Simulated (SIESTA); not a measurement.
# Gd: band structure with PBE

Gd:

```
Gd
1.0
     3.63600    0.00000    0.00000
    -1.81800    3.14887    0.00000
     0.00000    0.00000    5.78260
Gd
2
Cartesian
  1.8180 1.0496 4.3369
  0.0000 2.0992 1.4457
```

```yaml
Program: SIESTA 5.4.2
Task: band structure
Functional: PBE
Potentials_or_basis: PseudoDojo 3+ lanthanides (4f in the core) (PBE files)
Basis: DZP (energy shift 0.003 Ry; two zetas on semicore shells)
Grid_cutoff: 800 Ry
Energy_shift: 0.003 Ry
k_mesh: 8 × 8 × 5
Occupations: fermi-dirac, width 0.05 eV
Spin: collinear spin, ferromagnetic start
Starting_moments: "[7.0, 7.0] μB"
```

The pressure is -0.3 GPa. The band gap on the k mesh is none (metal or under the smearing width) and the net moment is 0.00 μB per cell.

Stress tensor (GPa, compression positive):
```
-0.41  0.00  0.00
 0.00 -0.41  0.00
 0.00  0.00 -0.21
```

Levels at the corners of the path, in eV from the Fermi level:
Spin up:
| point | band 6 | band 7 | band 8 | band 9 | band 10 | band 11 | band 12 | band 13 | band 14 | band 15 |
| --- | --- | --- | --- | --- | --- | --- | --- | --- | --- | --- |
| Γ | -21.59 | -21.59 | -21.55 | -4.76 | -2.13 | 1.63 | 1.67 | 1.67 | 1.89 | 2.36 |
| M | -21.85 | -21.74 | -21.67 | -1.75 | -1.46 | -1.03 | 0.38 | 1.41 | 1.52 | 2.13 |
| K | -21.89 | -21.87 | -21.87 | -0.97 | -0.56 | -0.56 | -0.24 | 1.09 | 1.09 | 2.43 |
| Γ | -21.59 | -21.59 | -21.55 | -4.76 | -2.13 | 1.63 | 1.67 | 1.67 | 1.89 | 2.36 |
| A | -21.65 | -21.65 | -21.65 | -3.24 | -3.24 | 0.89 | 0.89 | 1.60 | 1.60 | 1.60 |
| L | -21.77 | -21.75 | -21.75 | -1.88 | -1.88 | -0.05 | -0.05 | 2.02 | 2.02 | 2.96 |
| H | -22.01 | -21.69 | -21.69 | -0.58 | -0.58 | -0.34 | -0.34 | 0.73 | 0.73 | 2.84 |
| A | -21.65 | -21.65 | -21.65 | -3.24 | -3.24 | 0.89 | 0.89 | 1.60 | 1.60 | 1.60 |
| L | -21.77 | -21.75 | -21.75 | -1.88 | -1.88 | -0.05 | -0.05 | 2.02 | 2.02 | 2.96 |
| M | -21.85 | -21.74 | -21.67 | -1.75 | -1.46 | -1.03 | 0.38 | 1.41 | 1.52 | 2.13 |
| K | -21.89 | -21.87 | -21.87 | -0.97 | -0.56 | -0.56 | -0.24 | 1.09 | 1.09 | 2.43 |
| H | -22.01 | -21.69 | -21.69 | -0.58 | -0.58 | -0.34 | -0.34 | 0.73 | 0.73 | 2.84 |
Spin down:
| point | band 8 | band 9 | band 10 | band 11 | band 12 | band 13 |
| --- | --- | --- | --- | --- | --- | --- |
| Γ | -21.55 | -4.75 | -2.13 | 1.63 | 1.68 | 1.68 |
| M | -21.67 | -1.75 | -1.46 | -1.03 | 0.39 | 1.41 |
| K | -21.86 | -0.97 | -0.56 | -0.56 | -0.24 | 1.09 |
| Γ | -21.55 | -4.75 | -2.13 | 1.63 | 1.68 | 1.68 |
| A | -21.65 | -3.23 | -3.23 | 0.89 | 0.89 | 1.60 |
| L | -21.74 | -1.88 | -1.88 | -0.05 | -0.05 | 2.02 |
| H | -21.69 | -0.58 | -0.58 | -0.34 | -0.34 | 0.73 |
| A | -21.65 | -3.23 | -3.23 | 0.89 | 0.89 | 1.60 |
| L | -21.74 | -1.88 | -1.88 | -0.05 | -0.05 | 2.02 |
| M | -21.67 | -1.75 | -1.46 | -1.03 | 0.39 | 1.41 |
| K | -21.86 | -0.97 | -0.56 | -0.56 | -0.24 | 1.09 |
| H | -21.69 | -0.58 | -0.58 | -0.34 | -0.34 | 0.73 |

Wall time 110 s on 1 thread of AMD EPYC 9R45 96-Core Processor (Zen 5), with other jobs on the host, peak memory 0.46 GiB.

Caveat: spin-orbit coupling is left out, which moves the levels of the heavy elements; the 4f electrons are frozen in the core as for a trivalent ion, so they carry no moment and show no levels; the basis of atomic orbitals isn't converged, which shifts pressures, moduli and gaps. The state reached can hang on the start; a lower one may exist.
